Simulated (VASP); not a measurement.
# ZrN in VASP: a series of runs

The runs below take ZrN through single point, with PBE+D4.

Everything below comes from runs of VASP 6.6.1. Logs are shortened: lines on timing, memory, paths and dates and some standing lists are left out, and cuts for length are marked.

## 1. Starting point

The cell holds a slab with vacuum, 10 atoms: a = 3.253 Å, b = 3.253 Å, c = 23.200 Å, α = 90.00°, β = 90.00°, γ = 90.00°.

## 2. Single point, PBE+D4

Contents of INCAR:

```
SYSTEM = ZrN
ALGO     = Normal         ! electronic algorithm
DIPOL    = 0.5 0.5 0.500
EDIFF    = 1E-6           ! SCF threshold, eV
ENCUT    = 520            ! plane-wave cutoff, eV
GGA      = PE             ! functional
IDIPOL   = 3            
ISIF     = 2              ! what is computed and relaxed
ISMEAR   = 1              ! smearing method
IVDW     = 13             ! dispersion correction
LASPH    = .True.         ! aspherical terms in the spheres
LCHARG   = .False.        ! write CHGCAR
LDIPOL   = .True.       
LREAL    = .False.        ! projectors in reciprocal space
LWAVE    = .False.        ! write WAVECAR
NBANDS   = 54             ! bands
NELM     = 100            ! most SCF steps
PREC     = Accurate       ! precision mode
SIGMA    = 0.1            ! smearing width, eV
```

Contents of KPOINTS:

```
k-points
0
Gamma
  5 5 1
  0 0 0
```

Contents of POSCAR:

```
ZrN
1.0
    3.2526911935      0.0000000000      0.0000000000
    0.0000000000      3.2526911935      0.0000000000
    0.0000000000      0.0000000000     23.2000000000
Zr N
5 5
Direct
    0.5000000000      0.5000000000      0.3017241379
    1.0000000000      1.0000000000      0.4008620690
    0.5000000000      0.5000000000      0.5000000000
    1.0000000000      1.0000000000      0.5991379310
    0.5000000000      0.5000000000      0.6982758621
    0.0000000000      0.0000000000      0.3017241379
    0.5000000000      0.5000000000      0.4008620690
    1.0000000000      1.0000000000      0.5000000000
    0.5000000000      0.5000000000      0.5991379310
    1.0000000000      1.0000000000      0.6982758621
```

Potentials or basis: VASP PAW PBE potentials, release 64 (Zr_sv, N).

Run with:

```sh
$ cat potpaw_PBE.64/Zr_sv/POTCAR potpaw_PBE.64/N/POTCAR > POTCAR
$ mpirun -np 1 vasp_std > vasp.out
```

OUTCAR:

```text
SYSTEM = ZrN
   EDIFF = 1E-6
   ENCUT = 520
   GGA = PE
   ISIF = 2
   ISMEAR = 1
   IVDW = 13
   LASPH = .True.
   LREAL = .False.
   NELM = 100
   PREC = Accurate

 ion  position               nearest neighbor table
   1  0.500  0.500  0.302-   6 2.30   6 2.30   6 2.30   6 2.30   7 2.30   2 3.25   2 3.25   2 3.25
                             2 3.25
   2  0.000  0.000  0.401-   8 2.30   7 2.30   7 2.30   7 2.30   7 2.30   6 2.30   3 3.25   3 3.25
                             3 3.25   3 3.25   1 3.25   1 3.25   1 3.25   1 3.25
   3  0.500  0.500  0.500-   7 2.30   9 2.30   8 2.30   8 2.30   8 2.30   8 2.30   4 3.25   4 3.25
                             2 3.25   4 3.25   2 3.25   2 3.25   4 3.25   2 3.25
   4  0.000  0.000  0.599-   8 2.30   9 2.30   9 2.30   9 2.30   9 2.30  10 2.30   3 3.25   3 3.25
                             3 3.25   3 3.25   5 3.25   5 3.25   5 3.25   5 3.25
   5  0.500  0.500  0.698-  10 2.30  10 2.30  10 2.30  10 2.30   9 2.30   4 3.25   4 3.25   4 3.25
                             4 3.25
   6  0.000  0.000  0.302-   1 2.30   1 2.30   1 2.30   1 2.30   2 2.30
   7  0.500  0.500  0.401-   3 2.30   2 2.30   2 2.30   2 2.30   2 2.30   1 2.30
   8  0.000  0.000  0.500-   2 2.30   4 2.30   3 2.30   3 2.30   3 2.30   3 2.30
   9  0.500  0.500  0.599-   3 2.30   4 2.30   4 2.30   4 2.30   4 2.30   5 2.30
  10  0.000  0.000  0.698-   5 2.30   5 2.30   5 2.30   5 2.30   4 2.30

  LATTYP: Found a simple tetragonal cell.
 ALAT       =     3.2526911935
 C/A-ratio  =     7.1325553580

  Lattice vectors:

 A1 = (   3.2526911935,   0.0000000000,   0.0000000000)
 A2 = (   0.0000000000,   3.2526911935,   0.0000000000)
 A3 = (   0.0000000000,   0.0000000000,  23.2000000000)

Analysis of symmetry for initial positions (statically):
=====================================================================
 Subroutine PRICEL returns:
 Original cell was already a primitive cell.

 Routine SETGRP: Setting up the symmetry group for a
 simple tetragonal supercell.

 Subroutine GETGRP returns: Found 16 space group operations
 (whereof 16 operations were pure point group operations)
 out of a pool of 16 trial point group operations.

The static configuration has the point symmetry D_4h.

Analysis of symmetry for dynamics (positions and initial velocities):
=====================================================================
 Subroutine PRICEL returns:
 Original cell was already a primitive cell.

 Routine SETGRP: Setting up the symmetry group for a
 simple tetragonal supercell.

 Subroutine GETGRP returns: Found 16 space group operations
 (whereof 16 operations were pure point group operations)
 out of a pool of 16 trial point group operations.

The dynamic configuration has the point symmetry D_4h.

 Subroutine INISYM returns: Found 16 space group operations
 (whereof 16 operations are pure point group operations),
 and found     1 'primitive' translations

----------------------------------------------------------------------------------------

                                     Primitive cell

  volume of cell :     245.4560

  direct lattice vectors                    reciprocal lattice vectors
     3.252691194  0.000000000  0.000000000     0.307437731  0.000000000  0.000000000
     0.000000000  3.252691194  0.000000000     0.000000000  0.307437731  0.000000000
     0.000000000  0.000000000 23.200000000     0.000000000  0.000000000  0.043103448

  length of vectors
     3.252691194  3.252691194 23.200000000     0.307437731  0.307437731  0.043103448

  position of ions in fractional coordinates (direct lattice)
     0.500000000  0.500000000  0.301724138
     0.000000000  0.000000000  0.400862069
     0.500000000  0.500000000  0.500000000
     0.000000000  0.000000000  0.599137931
     0.500000000  0.500000000  0.698275862
     0.000000000  0.000000000  0.301724138
     0.500000000  0.500000000  0.400862069
     0.000000000  0.000000000  0.500000000
     0.500000000  0.500000000  0.599137931
     0.000000000  0.000000000  0.698275862

  ion indices of the primitive-cell ions
   primitive index   ion index
                 1           1
                 2           2
                 3           3
                 4           4
                 5           5
                 6           6
                 7           7
                 8           8
                 9           9
                10          10

----------------------------------------------------------------------------------------

 KPOINTS: k-points

Automatic generation of k-mesh.
 Grid dimensions read from file:
 generate k-points for:    5    5    1

 Generating k-lattice:

  Cartesian coordinates                     Fractional coordinates (reciprocal lattice)
     0.061487546  0.000000000  0.000000000     0.200000000  0.000000000  0.000000000
     0.000000000  0.061487546  0.000000000     0.000000000  0.200000000  0.000000000
     0.000000000  0.000000000  0.043103448     0.000000000  0.000000000  1.000000000

  Length of vectors
     0.061487546  0.061487546  0.043103448

  Shift w.r.t. Gamma in fractional coordinates (k-lattice)
     0.000000000  0.000000000  0.000000000

 Subroutine IBZKPT returns following result:
 ===========================================

 Found      6 irreducible k-points:

 Following reciprocal coordinates:
            Coordinates               Weight
  0.000000  0.000000  0.000000      1.000000
  0.200000  0.000000  0.000000      4.000000
  0.400000  0.000000  0.000000      4.000000
  0.200000  0.200000  0.000000      4.000000
  0.400000  0.200000  0.000000      8.000000
  0.400000  0.400000  0.000000      4.000000
   k-points           NKPTS =      6   k-points in BZ     NKDIM =      6   number of bands    NBANDS=     54
   number of dos      NEDOS =    301   number of ions     NIONS =     10
   total plane-waves  NPLWV = 103680
   dimension x,y,z NGX =    24 NGY =   24 NGZ =  180
   dimension x,y,z NGXF=    48 NGYF=   48 NGZF=  360
   ions per type =               5   5
   NGX,Y,Z   is equivalent  to a cutoff of  12.27, 12.27, 12.90 a.u.
   NGXF,Y,Z  is equivalent  to a cutoff of  24.53, 24.53, 25.80 a.u.
 SYSTEM =  ZrN
   PREC   = accura    normal or accurate (medium, high low for compatibility)
   ISTART =      0    job   : 0-new  1-cont  2-samecut
   ICHARG =      2    charge: 1-file 2-atom 10-const
   ISPIN  =      1    spin polarized calculation?
   LNONCOLLINEAR =      F non collinear calculations
   LSORBIT =      F    spin-orbit coupling
   LASPH  =      T    aspherical Exc in radial PAW
   ENCUT  =  520.0 eV  38.22 Ry    6.18 a.u.   6.05  6.05 43.14*2*pi/ulx,y,z
   NELM   =    100;   NELMIN=  2; NELMDL= -5     # of ELM steps
   EDIFF  = 0.1E-05   stopping-criterion for ELM
   LREAL  =      F    real-space projection
   EDIFFG = 0.1E-04   stopping-criterion for IOM
   NSW    =      0    number of steps for IOM
   IBRION =     -1    ionic relax: 0-MD 1-quasi-New 2-CG
   NFREE  =      0    steps in history (QN), initial steepest desc. (CG)
   ISIF   =      2    stress and relaxation
   ISYM   =      2    0-nonsym 1-usesym 2-fastsym
   POTIM  = 0.5000    time-step for ionic-motion
   TEBEG  =    0.0;   TEEND  =   0.0 temperature during run
   PSTRESS=    0.0 pullay stress
   NELECT =      85.0000    total number of electrons
   NUPDOWN=      -1.0000    fix difference up-down
   EMIN   =  10.00;   EMAX   =-10.00  energy-range for DOS
   EFERMI =   0.00;   METHOD = LEGACY
   ISMEAR =     1;   SIGMA  =   0.10  broadening in eV -4-tet -1-fermi 0-gaus
   EFERMI_NEDOS =   21; number of points for ismear=-14 and -15
   IALGO  =     38    algorithm
   IMIX   =      4    mixing-type and parameters
     AMIX     =   0.40;   BMIX     =  1.00
     AMIX_MAG =   1.60;   BMIX_MAG =  1.00
  volume/ion in A,a.u.               =      24.55       165.64
  Fermi-wavevector in a.u.,A,eV,Ry     =   1.149626  2.172478 17.982004  1.321640
  Thomas-Fermi vector in A             =   2.286295
   LORBIT       =      0    0 simple, 1 ext, 2 COOP (PROOUT), +10 PAW based schemes
   GGA     = PE    functional components
   LHFCALC =     F    Hartree Fock is set to
   AEXX    =    0.0000 exact exchange contribution
   IVDW    =    13    specifies the selected vdW correction
   LEPSILON=     F    determine dielectric tensor
   LRPA    =     F    only Hartree local field effects (RPA)
 non-spin polarized calculation
 Methfessel and Paxton  Order N= 1 SIGMA  =   0.10
  energy-cutoff  :      520.00
  volume of cell :      245.46
 maximum number of plane-waves:      6656
   NGX = 13   NGY = 13   NGZ = 87

 dipolmoment           0.000000      0.000000     -0.000000 electrons x Angstroem

 number of electron      84.9999998 magnetization

 dipolmoment           0.000000      0.000000      0.000000 electrons x Angstroem

 Free energy of the ion-electron system (eV)
  ---------------------------------------------------
  ext. energy  EPLUGINS =         0.00000000
  ---------------------------------------------------
  free energy    TOTEN  =       -99.68194890 eV

  energy without entropy =      -99.68402296  energy(sigma->0) =      -99.68264026

 E-fermi :   4.7428     XC(G=0):  -7.0826

 val. band max:        4.6963769762   @ k =   0.2000   0.2000   0.0000
 cond. band min:       4.7530398552   @ k =   0.0000   0.0000   0.0000
 fundamental gap:      0.0566628789
 Fermi energy:         4.7427769157

 k-point     1 :       0.0000    0.0000    0.0000
  band No.  band energies     occupation
      1     -45.1092      2.00000
      2     -45.1085      2.00000
      3     -44.9862      2.00000
      4     -44.8363      2.00000
      5     -44.8103      2.00000
      6     -23.5253      2.00000
[... 46 lines left out ...]
     53       6.6378     -0.00000
     54       6.6498     -0.00000
[... 283 lines left out ...]
     53       8.4230      0.00000
     54       8.5627      0.00000

------------------------ aborting loop because EDIFF is reached ----------------------------------------

 vacuum level on the upper side and lower side of the slab       (xc-potential included)        -0.468        -0.468

  DFT-D4 for vdW energy calculation

  Edisp (eV):   -2.30198

  FORCE on cell =-STRESS in cart. coord.  units (eV):
  Direction    XX          YY          ZZ          XY          YZ          ZX
  --------------------------------------------------------------------------------------
  -------------------------------------------------------------------------------------
  Total      -9.14644    -9.14644    -5.65573     0.00000     0.00000     0.00000
  in kB     -59.70205   -59.70205   -36.91696     0.00000     0.00000     0.00000
  external pressure =      -52.11 kB  Pullay stress =        0.00 kB

 VOLUME and BASIS-vectors are now :
 -----------------------------------------------------------------------------
  energy-cutoff  :      520.00
  volume of cell :      245.46
      direct lattice vectors                 reciprocal lattice vectors
     3.252691194  0.000000000  0.000000000     0.307437731  0.000000000  0.000000000
     0.000000000  3.252691194  0.000000000     0.000000000  0.307437731  0.000000000
     0.000000000  0.000000000 23.200000000     0.000000000  0.000000000  0.043103448

 POSITION                                       TOTAL-FORCE (eV/Angst)
 -----------------------------------------------------------------------------------
      1.62635      1.62635      7.00000         0.000000     -0.000000      1.964149
      0.00000      0.00000      9.30000        -0.000000     -0.000000     -0.334520
      1.62635      1.62635     11.60000        -0.000000     -0.000000      0.000000
      0.00000      0.00000     13.90000        -0.000000     -0.000000      0.334520
      1.62635      1.62635     16.20000        -0.000000      0.000000     -1.964149
      0.00000      0.00000      7.00000        -0.000000     -0.000000     -0.889361
      1.62635      1.62635      9.30000        -0.000000     -0.000000     -0.615691
      0.00000      0.00000     11.60000        -0.000000     -0.000000      0.000000
      1.62635      1.62635     13.90000        -0.000000      0.000000      0.615691
      0.00000      0.00000     16.20000        -0.000000     -0.000000      0.889361
 -----------------------------------------------------------------------------------
    total drift:                                0.000000     -0.000000     -0.000000

  FREE ENERGIE OF THE ION-ELECTRON SYSTEM (eV)
  ---------------------------------------------------
  free  energy   TOTEN  =      -101.9839297479 eV

  energy  without entropy=     -101.9860038094  energy(sigma->0) =     -101.98462110

 vacuum level on the upper side and lower side of the slab         6.566         6.566
```

It took 3.1 min on 1 thread of Intel Xeon Platinum 8259CL at 2.50GHz (Skylake/Cascade Lake), shared host; peak memory 0.33 GiB.

Results:

```
Free energy                : -101.9839 eV
Largest force              : 1.964 eV/Å
Band gap on the k mesh     : none (metal or under the smearing width)
Dispersion energy per atom : -0.230 eV
```

Forces on the atoms (eV/Å):
```
Zr   0.000  0.000  1.964
Zr   0.000  0.000 -0.335
Zr   0.000  0.000  0.000
Zr   0.000  0.000  0.335
Zr   0.000  0.000 -1.964
N    0.000  0.000 -0.889
N    0.000  0.000 -0.616
N    0.000  0.000  0.000
N    0.000  0.000  0.616
N    0.000  0.000  0.889
```

Caveat: the k mesh is coarse (spacing up to 0.39 Å⁻¹), so the values aren't converged.

## 3. Single point, PBE+D4

This run uses another cell than the first one: it holds 6 atoms, not 10.

Contents of INCAR:

```
PREC = Accurate
ENCUT = 520
EDIFF = 1E-6
ISMEAR = 1
SIGMA = 0.1
LREAL = False
LASPH = True
NELM = 100
ALGO = Normal
ISIF = 2
LWAVE = False
LCHARG = False
LDIPOL = True
IDIPOL = 3
DIPOL = 0.5 0.5 0.500
GGA = PE
IVDW = 13
NBANDS = 34
```

Contents of KPOINTS:

```
Automatic mesh
0
Gamma
  5 5 1
```

Contents of POSCAR:

```
ZrN
1.0
    3.2526911935      0.0000000000      0.0000000000
    0.0000000000      3.2526911935      0.0000000000
    0.0000000000      0.0000000000     18.6000000000
Zr N
3 3
Direct
    0.5000000000      0.5000000000      0.3763440860
    1.0000000000      1.0000000000      0.5000000000
    0.5000000000      0.5000000000      0.6236559140
    0.0000000000      0.0000000000      0.3763440860
    0.5000000000      0.5000000000      0.5000000000
    1.0000000000      1.0000000000      0.6236559140
```

Potentials or basis: VASP PAW PBE potentials, release 64 (Zr_sv, N).

Run with:

```sh
$ cat potpaw_PBE.64/Zr_sv/POTCAR potpaw_PBE.64/N/POTCAR > POTCAR
$ mpirun -np 1 vasp_std > vasp.out
```

Run time: 75 s. Hardware: 1 thread of Intel Xeon Platinum 8259CL at 2.50GHz (Skylake/Cascade Lake), shared host; peak memory 0.27 GiB.

The run converged. Its results:

| Property | Result |
| --- | --- |
| Free energy | -60.2469 eV |
| Largest force | 1.430 eV/Å |
| Band gap on the k mesh | none (metal or under the smearing width) |
| Dispersion energy per atom | -0.199 eV |

Forces on the atoms (eV/Å):
```
Zr   0.000  0.000  1.430
Zr   0.000  0.000  0.000
Zr   0.000  0.000 -1.430
N    0.000  0.000 -0.588
N    0.000  0.000  0.000
N    0.000  0.000  0.588
```

Levels at points of the mesh, in eV from the Fermi level:
```tsv
k point	band 23	band 24	band 25	band 26	band 27	band 28
(0.00, 0.00, 0.00)	-2.92	-2.53	-2.53	-2.19	-1.10	-0.50
```

Caveat: the k mesh is coarse (spacing up to 0.39 Å⁻¹), so the values aren't converged.
